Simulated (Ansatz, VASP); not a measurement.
**Ir: VASP beside Ansatz**

File INCAR:

```
SYSTEM = Ir
PREC = Accurate ; ENCUT = 520
EDIFF = 1E-6 ; ISMEAR = -1
SIGMA = 0.08 ; LREAL = .False.
LASPH = .True. ; NELM = 80
ALGO = Normal ; ISIF = 2
LWAVE = .False. ; LCHARG = .True.
GGA = PE ; LELF = .True.
LVHAR = .True. ; NBANDS = 10
```

The input KPOINTS:

```
regular mesh
0
Gamma
  17 17 17
  0 0 0
```

Contents of POSCAR:

```
Ir
1.0
    2.2827216074      0.0000000000      0.0000000000
    0.0000000000      2.2827216074      0.0000000000
    0.0000000000      0.0000000000      2.2827216074
Ir
1
Direct
    0.0000000000      0.0000000000      0.0000000000
```

Input for Ansatz:

```yaml
crystal:
  lattice:
    - [2.2827216074, 0.0, 0.0]
    - [0.0, 2.2827216074, 0.0]
    - [0.0, 0.0, 2.2827216074]
  atoms:
    - { symbol: Ir, position: [0.0, 0.0, 0.0] }
kpoints:
  mp_grid: { grid: [17, 17, 17] }
scf:
  occupations: { method: fermi_dirac, width: 0.08 }
hamiltonian:
  xc: pbe
  pseudopotentials: { kind: all_electron, lapw: { basis_error: 0.001 } }
output:
  forces: true
  stress: true
  eigenvalues: true
  populations: true
```

Change from the starting cell: volume scaled by 0.7, LAPW.

Alike in both runs: task single point; functional PBE; k mesh 17 × 17 × 17; occupations fermi-dirac, width 0.08 eV; no spin polarisation.

|  | VASP | Ansatz |
| --- | --- | --- |
| version | VASP 6.6.1 | Ansatz 0.2.0 |
| potentials or method | VASP PAW PBE potentials, release 64 (Ir) | all-electron LAPW, scalar-relativistic |
| plane-wave cutoff (eV) | 520 | see its input |

|  | VASP | Ansatz | Ansatz less VASP |
| --- | --- | --- | --- |
| pressure (GPa) | 207.6 | 208.0 | +0.34 |

Ansatz ran all-electron here, so the differences hold the error of VASP's frozen core and of both bases.

Caveats: the cell as given lies far from equilibrium; so large a pressure means that the cell lies far from this level's equilibrium, or that cutoff or potentials fall short (VASP). The runs have no spin-orbit coupling, so splittings on Ir are missing.
